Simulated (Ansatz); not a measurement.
We consider rutile GeO₂, described by r²SCAN-D4 (Ansatz, a program for electronic structure, plane waves, PAW).

Numerical settings: plane-wave cutoff 560 eV, 8×8×12 k mesh (along the axes of the cell as run), Fermi–Dirac smearing 0.01 eV, scalar-relativistic PAW data made under PBE.

The cell is scaled about its equilibrium volume:

Shape and atoms are relaxed at each volume.

```json
[
 {"V (Å³/atom)": "8.874", "P (GPa)": "11.47", "direct gap at Γ (eV)": "3.155", "c (Å)": "2.845", "a (Å)": "4.326"},
 {"V (Å³/atom)": "9.059", "P (GPa)": "5.37", "direct gap at Γ (eV)": "2.866", "c (Å)": "2.857", "a (Å)": "4.362"},
 {"V (Å³/atom)": "9.244", "P (GPa)": "0.00", "direct gap at Γ (eV)": "2.599", "c (Å)": "2.867", "a (Å)": "4.398"},
 {"V (Å³/atom)": "9.429", "P (GPa)": "-4.68", "direct gap at Γ (eV)": "2.355", "c (Å)": "2.876", "a (Å)": "4.435"},
 {"V (Å³/atom)": "9.614", "P (GPa)": "-8.72", "direct gap at Γ (eV)": "2.137", "c (Å)": "2.883", "a (Å)": "4.473"}
]
```

A straight line through the gaps at Γ against ln V gives a volume deformation potential dE_g(Γ)/d ln V of -12.7 eV: the gap at Γ widens under compression.

Measured, for comparison: band gap 4.68 eV (temperature not stated, not corrected to a static lattice, direct (forbidden), UV absorption; as tabulated in Mengle et al. (2019), arXiv:1905.10301).

Note: the bulk modulus comes from volumes at which shape and atoms were relaxed.

Spin–orbit coupling is not included.
